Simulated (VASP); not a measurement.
# MgB2 under changes of volume

One of the cells (9.139 Å³/atom); the others are scaled copies at fixed shape and fractional positions:

```xyz
3
Lattice="3.0410 0.0000 0.0000 -1.5205 2.6336 0.0000 0.0000 0.0000 3.4233" Properties=species:S:1:pos:R:3 pbc="T T T"
Mg    0.0000    0.0000    0.0000
B     1.5205    0.8779    1.7116
B     0.0000    1.7557    1.7116
```

* Program: VASP 6.6.1
* Functional: LDA
* Potentials or basis: VASP PAW LDA potentials, release 64 (Mg, B)
* Cutoff: 520 eV
* k mesh: 8 × 8 × 8
* Occupations: fermi-dirac, width 0.05 eV
* Spin: no spin polarisation

| volume (Å³/atom) | energy over the lowest point (meV/atom) | pressure (GPa) |
| --- | --- | --- |
| 8.773 | 8.41 | 7.4 |
| 8.956 | 2.10 | 3.6 |
| 9.139 | 0.00 | 0.0 |
| 9.321 | ? | ? |
| 9.504 | 6.97 | -6.1 |

What does the run at 9.321 Å³/atom give?

Energy over the lowest point 1.73 meV/atom; pressure -3.2 GPa.

Worked out: A Birch-Murnaghan fit of order 2 (a polynomial in V^(-2/3)) to the other rows has its minimum at 9.14 Å³/atom with B0 = V·E''(V) = 167 GPa at fixed shape and positions, which overstates the stiffness. It gives 1.75 meV/atom at 9.321 Å³/atom, against the run's 1.73, and -dE/dV = -3.1 GPa, against -3.2.

Energies are extrapolated to zero smearing.
